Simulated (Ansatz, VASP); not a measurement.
# GaN in VASP and in Ansatz

Contents of INCAR:

```
  PREC = Accurate
  ENCUT = 520
  EDIFF = 1E-6
  ISMEAR = 0
  SIGMA = 0.1
  LREAL = F
  LASPH = T
  NELM = 100
  ALGO = Normal
  ISIF = 2
  LWAVE = F
  LCHARG = F
  GGA = PS
  NBANDS = 26
```

Contents of KPOINTS:

```
Automatic mesh
0
Gamma
  6 6 4
```

Contents of POSCAR:

```
GaN
1.0
    3.1889304035      0.0000000000      0.0000000000
   -1.5944652018      2.7616947404      0.0000000000
    0.0000000000      0.0000000000      5.1923572500
Ga N
2 2
Direct
    0.6666666700      0.3333333300      0.4990837100
    0.3333333300      0.6666666700      0.9990837100
    0.6666666700      0.3333333300      0.8759162900
    0.3333333300      0.6666666700      0.3759162900
```

Input for Ansatz:

```yaml
crystal:
  lattice:
    - [3.1889304035, 0.0, 0.0]
    - [-1.5944652018, 2.7616947404, 0.0]
    - [0.0, 0.0, 5.19235725]
  atoms:
    - { symbol: Ga, position: [0.66666667, 0.33333333, 0.49908371] }
    - { symbol: Ga, position: [0.33333333, 0.66666667, 0.99908371] }
    - { symbol: "N", position: [0.66666667, 0.33333333, 0.87591629] }
    - { symbol: "N", position: [0.33333333, 0.66666667, 0.37591629] }
basis:
  ecutwfc: 420
kpoints:
  mp_grid: { grid: [6, 6, 4] }
hamiltonian:
  xc: pbesol
scf:
  occupations: { method: gaussian, width: 0.1 }
output:
  forces: true
  stress: true
  eigenvalues: true
```

The cell is a database's computed one.

Alike in both runs: task single point; functional PBEsol; k mesh 6 × 6 × 4; occupations gaussian, width 0.1 eV; no spin polarisation.

```csv
,VASP,Ansatz
version,VASP 6.6.1,Ansatz 0.2.0
potentials or method,"VASP PAW PBE potentials, release 64 (Ga_d, N)","scalar-relativistic, plane waves, PAW"
plane-wave cutoff (eV),520,420
valence electrons in the cell,36,36
```

|  | VASP | Ansatz | Ansatz less VASP |
| --- | --- | --- | --- |
| gap on the k mesh at the Fermi level (eV) | 1.86 | 1.84 | -0.018 |
| least direct gap on the mesh (eV) | 1.86 | 1.84 | -0.018 |
| pressure (GPa) | -1.1 | -1.0 | +0.12 |
| largest component of the traceless stress (GPa) | 0.07 | 0.04 | -0.029 |
| rms of the force components (eV/Å) | 0.003 | 0.003 | +0.0003 |

Atom by atom the forces differ by 0.000 eV/Å (rms over components). The functional is the same, so the differences come from potentials, cutoffs and numerics.

Caveats: the PAW data sets were made with another functional, which shifts forces and pressure a little (VASP). PBEsol gaps usually lie below the measured ones, often by a third to a half.
